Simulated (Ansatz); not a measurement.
Here is an Ansatz 0.2.0 calculation.

input.yaml

```yaml
crystal:
  lattice:
    - [-1.443, 1.443, 1.443]
    - [1.443, -1.443, 1.443]
    - [1.443, 1.443, -1.443]
  atoms:
    - { symbol: Fe, position: [0.0, 0.0, 0.0], spin: 3.0 }
hamiltonian:
  xc: pbe
  pseudopotentials: { kind: paw }
magnetization:
  spin_polarized: true
kpoints:
  mp_grid: { grid: [13, 13, 13] }
scf:
  occupations: { method: gaussian, width: 0.017 }
output:
  forces: true
  stress: true
  eigenvalues: true
  write_density: true
  write_potential: true
  elf: true
  volumetric_format: npy
```

Potentials or basis: Ansatz PAW.

Launch:

```console
$ ansatz run input.yaml --threads 2 --pin off --max-ram 5632MiB --backend cpu --events-out ev --progress --plain --runs-dir out
```

What does it give for the site moments?

Fe +2.31 μB.

Estimate the pressure.

-9.6 GPa.

What does it give for the absolute moment?

2.39 μB per cell.

Estimate the band gap on the k mesh.

none (metal or under the smearing width).
